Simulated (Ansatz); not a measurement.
# BaTiO3: changing the functional

```
Ba Ti O
1.0
     3.99980    0.00000    0.00000
     0.00000    3.99980    0.00000
     0.00000    0.00000    4.01800
Ba Ti O
1 1 3
Direct
  0.00000 0.00000 0.00000
  0.50000 0.50000 0.49000
  0.00000 0.50000 0.51700
  0.50000 0.00000 0.51700
  0.50000 0.50000 0.01900
```

The cell comes from a database or a generator and needn't be the form met in nature.

Kept alike: task band structure; k mesh 7 × 7 × 7; occupations fermi-dirac, width 0.05 eV; no spin polarisation. Program: Ansatz, all-electron LAPW, scalar-relativistic. The mesh is that of the run's cell of 5 atoms. No spin-orbit coupling.

| functional | band gap (eV) | pressure (GPa) |
| --- | --- | --- |
| BLYP | 1.857 | 8.13 |
| LDA | 1.745 | -8.50 |
| PBE | 1.830 | 2.44 |
| PBEsol | 1.786 | -3.83 |
| RPBE | 1.865 | 6.66 |
| revPBE | 1.856 | 5.51 |

Pressure is positive in compression. Gaps are the smaller of the mesh's and the band path's.

Question: What does the functional change here?

Answer: The band gap runs from 1.745 (LDA) to 1.865 eV (RPBE). From PBE: BLYP +0.027; LDA -0.085; PBEsol -0.044; RPBE +0.035; revPBE +0.026. The pressure runs from -8.50 (LDA) to 8.13 GPa (BLYP). From PBE: BLYP +5.69; LDA -10.94; PBEsol -6.27; RPBE +4.22; revPBE +3.07. A positive pressure means that the functional's own cell is larger than the one given, a negative one that it is smaller.

At this fixed geometry the functional matters far more for the equilibrium volume than for the gap. LDA overbinds and favours a smaller cell. Gradient-corrected exchange favours inhomogeneous densities and so weakens this binding: modestly in PBEsol, more in PBE, and more still in revPBE and RPBE. BLYP gives the highest pressure, but its different correlation part prevents a reading by exchange alone.

The gap broadly rises with the pressure, though BLYP breaks the order by falling below RPBE. Since the atoms don't move, these small shifts reflect the potential acting on the O 2p valence and Ti 3d conduction states, not a change in Ti–O bonding distances. All the gaps lie well below experiment, as expected of semilocal Kohn–Sham gaps, which lack the derivative discontinuity; the largest value is therefore no sign of a better functional.

The scalar pressure doesn't show how each functional would change the tetragonality or the polar Ti displacement, to which the gap is also sensitive.
